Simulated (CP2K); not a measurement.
Input of a CP2K 2026.2 run:

Contents of bn_scf.inp:

```
&GLOBAL
  PROJECT bn_scf
  RUN_TYPE ENERGY_FORCE
  PRINT_LEVEL LOW
&END GLOBAL
&FORCE_EVAL
  METHOD QS
  STRESS_TENSOR ANALYTICAL
  &DFT
    BASIS_SET_FILE_NAME BASIS_MOLOPT_UZH
    POTENTIAL_FILE_NAME POTENTIAL_UZH
    &MGRID
      CUTOFF 450
      REL_CUTOFF 60
      NGRIDS 4
    &END MGRID
    &QS
      METHOD GPW
      EPS_DEFAULT 1.0E-10
    &END QS
    &KPOINTS
      SCHEME MONKHORST-PACK 13 13 13
      GAMMA_CENTERED T
      SYMMETRY T
      SYMMETRY_BACKEND SPGLIB
    &END KPOINTS
    &SCF
      SCF_GUESS ATOMIC
      EPS_SCF 1.0E-6
      MAX_SCF 100
      ADDED_MOS 10
      CHOLESKY OFF
      EPS_EIGVAL 1.0E-7
      &DIAGONALIZATION ON
        ALGORITHM STANDARD
      &END DIAGONALIZATION
      &MIXING ON
        METHOD BROYDEN_MIXING
        ALPHA 0.4
        BETA 1.5
        NBUFFER 8
      &END MIXING
      &SMEAR ON
        METHOD GAUSSIAN
        SIGMA [eV] 0.028000000000000004
      &END SMEAR
    &END SCF
    &XC
      &XC_FUNCTIONAL PBE
      &END XC_FUNCTIONAL
    &END XC
    &PRINT
      &KPOINTS ON
      &END KPOINTS
      &MULLIKEN ON
      &END MULLIKEN
      &MO ON
        ENERGIES T
        OCCUPATION_NUMBERS T
        &EACH
          QS_SCF 0
        &END EACH
        ADD_LAST NUMERIC
      &END MO
      &LOWDIN ON
      &END LOWDIN
      &HIRSHFELD ON
        SHAPE_FUNCTION DENSITY
      &END HIRSHFELD
    &END PRINT
  &END DFT
  &SUBSYS
    &CELL
      ABC 2.5639706028 2.5639706028 2.5639706028
      ALPHA_BETA_GAMMA 59.9999999995 60.0000000003 60.0000000002
      PERIODIC XYZ
    &END CELL
    &COORD
      SCALED
      N   0.2500000000 0.2500000000 0.2500000000
      B   0.0000000000 0.0000000000 0.0000000000
    &END COORD
    &KIND N
      BASIS_SET TZVP-MOLOPT-PBE-GTH-q5
      POTENTIAL GTH-PBE-q5
    &END KIND
    &KIND B
      BASIS_SET TZVP-MOLOPT-PBE-GTH-q3
      POTENTIAL GTH-PBE-q3
    &END KIND
    &PRINT
      &ATOMIC_COORDINATES ON
      &END ATOMIC_COORDINATES
      &CELL ON
      &END CELL
      &SYMMETRY ON
      &END SYMMETRY
    &END PRINT
  &END SUBSYS
  &PRINT
    &FORCES ON
    &END FORCES
    &STRESS_TENSOR ON
    &END STRESS_TENSOR
  &END PRINT
&END FORCE_EVAL
```

Potentials or basis: POTENTIAL_UZH N GTH-PBE-q5, B GTH-PBE-q3; TZVP-MOLOPT-PBE-GTH basis.

Command:

```sh
$ OMP_NUM_THREADS=1 cp2k.psmp -i bn_scf.inp -o bn_scf.out
```

Question: What does it give for the pressure?

Answer: 0.6 GPa.

Question: Predict the band gap on the k mesh.

Answer: 4.55 eV, indirect (least direct gap 8.74 eV).

Question: What does it give for the Hirshfeld charges?

Answer: N -0.16; B +0.16 e.

Question: Predict the Mulliken charges.

Answer: N -0.66; B +0.66 e.

Caveat: an odd mesh through Γ misses points on the zone boundary, where band edges often lie; the basis of atomic orbitals isn't converged, which shifts pressures, moduli and gaps.

The gap isn't set beside the measured one, since this odd mesh misses points on the zone boundary.
